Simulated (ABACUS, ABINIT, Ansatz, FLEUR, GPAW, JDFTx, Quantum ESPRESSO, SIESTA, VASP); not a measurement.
## One calculation of ZrC, 9 ways

```
Zr C
1.0
     0.00000    2.36500    2.36500
     2.36500    0.00000    2.36500
     2.36500    2.36500    0.00000
Zr C
1 1
Direct
  0.49014 0.49591 0.50642
  0.98906 0.99528 0.02158
```

Atoms were shifted at random by some hundredths of an Å from the given cell, which wasn't relaxed again for these runs.

Alike in all runs: task single point; functional PBE; k mesh 10 × 10 × 10; occupations fermi-dirac, width 0.05 eV; no spin polarisation; no spin-orbit coupling. Pressure is positive in compression and, in plane waves, holds the error of the finite cutoff, which Ansatz's Pulay term estimates and takes out.

```
                                                                                   program and potentials  plane-wave cutoff (eV)                             notes  band gap (eV)  pressure (GPa)  largest force (eV/Å)  energy over the undisturbed cell (meV/atom)
SIESTA, files PseudoDojo sr-pbe-0.4.1-standard, DZP (energy shift 0.003 Ry; two zetas on semicore shells)                       -                      atomic basis         no gap           -0.80                 0.349                                         4.34
                                                                    JDFTx, PseudoDojo-SR-PBE-0.5-standard                    1116                                 -         no gap           -2.62                 0.309                                         3.90
                                                               GPAW, GPAW PAW data sets (gpaw-data 1.2.1)                     800                                 -         no gap           -3.66                 0.305                                         3.84
                                                                    Ansatz, Ansatz PAW (earlier soft set)                     420  Pulay term of +0.11 GPa included         no gap           -2.67                 0.308                                         3.88
                                                                     VASP, PBE PAW files C, Zr_sv, 520 eV                     520                                 -         no gap           -2.50                 0.309                                            -
                                                                               FLEUR, all-electron, FLAPW                       -                                 -         no gap               -                 0.309                                         3.92
                                                                                 ABINIT, JTH PAW PBE v2.0                     517                                 -         no gap           -2.91                 0.307                                         4.10
                                                 ABACUS, PseudoDojo NC SR 0.4.1 PBE standard, plane waves                    1116                                 -         no gap           -2.62                 0.309                                         3.90
                                                                Quantum ESPRESSO, SSSP 1.3 efficiency PBE                     748                                 -         no gap           -2.88                 0.307                                         3.88
```

Force on atom 1 (Zr), eV/Å:

```
                                                                                   program and potentials      x      y       z
SIESTA, files PseudoDojo sr-pbe-0.4.1-standard, DZP (energy shift 0.003 Ry; two zetas on semicore shells)  0.250  0.242  -0.029
                                                                    JDFTx, PseudoDojo-SR-PBE-0.5-standard  0.221  0.215  -0.026
                                                               GPAW, GPAW PAW data sets (gpaw-data 1.2.1)  0.218  0.211  -0.026
                                                                    Ansatz, Ansatz PAW (earlier soft set)  0.220  0.213  -0.026
                                                                     VASP, PBE PAW files C, Zr_sv, 520 eV  0.221  0.214  -0.027
                                                                               FLEUR, all-electron, FLAPW  0.221  0.214  -0.027
                                                                                 ABINIT, JTH PAW PBE v2.0  0.219  0.214  -0.025
                                                 ABACUS, PseudoDojo NC SR 0.4.1 PBE standard, plane waves  0.221  0.215  -0.027
                                                                Quantum ESPRESSO, SSSP 1.3 efficiency PBE  0.219  0.213  -0.026
```

None finds a gap. The pressure spans -3.66 (GPAW, GPAW PAW data sets (gpaw-data 1.2.1)) to -0.80 GPa (SIESTA, files PseudoDojo sr-pbe-0.4.1-standard, DZP (energy shift 0.003 Ry; two zetas on semicore shells)). The pressure on the cell as given of SIESTA, files PseudoDojo sr-pbe-0.4.1-standard, DZP (energy shift 0.003 Ry; two zetas on semicore shells) lies far from the others; the cause wasn't traced. Rows in atomic bases carry the error of their basis and grid, which can be large.

Differences between rows come from potentials, basis sets and numerical settings, since the functional is the same but for its coding. Runs on potential files found faulty are left out.
